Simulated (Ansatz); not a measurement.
Sn (4H polytype): the band gap by level of theory

All numbers come from Ansatz. All values are calculated for a non-magnetic cell, which may be hypothetical.

Structure: Sn built on the 4H polytype prototype, at its r2SCAN minimum. Space group P6_3/mmc (No. 194), hexagonal; a = 4.644 Å, c = 15.170 Å in the conventional setting, 35.42 Å³ an atom. Sn has 4 Sn at 2.84 Å; Sn has 4 Sn at 2.84–2.86 Å.

```yaml
crystal:
  lattice:
    - [4.64385, 0.00000, 0.00000]
    - [-2.32192, 4.02169, 0.00000]
    - [0.00000, 0.00000, 15.17026]
  atoms:
    - { symbol: Sn, position: [0.00000, 0.00000, 0.00024] }
    - { symbol: Sn, position: [0.33333, 0.66667, 0.24956] }
    - { symbol: Sn, position: [0.00000, 0.00000, 0.50024] }
    - { symbol: Sn, position: [0.66667, 0.33333, 0.74956] }
    - { symbol: Sn, position: [0.00000, 0.00000, 0.18726] }
    - { symbol: Sn, position: [0.33333, 0.66667, 0.43794] }
    - { symbol: Sn, position: [0.00000, 0.00000, 0.68726] }
    - { symbol: Sn, position: [0.66667, 0.33333, 0.93794] }
```

Relaxed lattice by functional, symmetry kept:
```tsv
functional	k mesh	a (Å)	c (Å)	volume (Å³/atom)
PBE	6×6×2	4.716	15.308	36.85
r2SCAN	6×6×2	4.644	15.170	35.42
```

On this one geometry the levels give:
```csv
level,k mesh,gap (eV),kind,edges,least direct gap (eV)
PBE,6×6×2,none (overlap 0.20),–,–,–
PBE+SOC,6×6×2,0.05,direct,Γ–A (0.90),0.05
r2SCAN,6×6×2,0,–,–,–
```
All runs use a smearing of 0.02 eV.
Wave cutoffs: 420 eV, 500 eV (r2SCAN).
Points off the special ones are mesh points or PBE's searched band edges, reused at the other levels.

r2SCAN gives a gap of zero: filled and empty bands touch at Γ–A (0.20 of the way from Γ). The PBE+SOC gap is direct at Γ–A (0.90 of the way from Γ): 0.05 eV. (This is within a few times the smearing of 0.02 eV, so the filling near the edges can be smeared.)

The levels disagree on the kind of gap: direct with PBE+SOC; zero gap with r2SCAN; no gap with PBE.

Only the levels marked +SOC include spin-orbit coupling.

Where bands overlap the cell is a metal at that level, and these k meshes limit energies, forces and stress. Overlaps of a few tenths of an eV in semilocal functionals can be an artefact that a hybrid or GW lifts.

Small gaps with spin-orbit coupling can be splittings of inverted bands, not the fundamental gap; semilocal functionals often invert bands that the real crystal keeps in order.
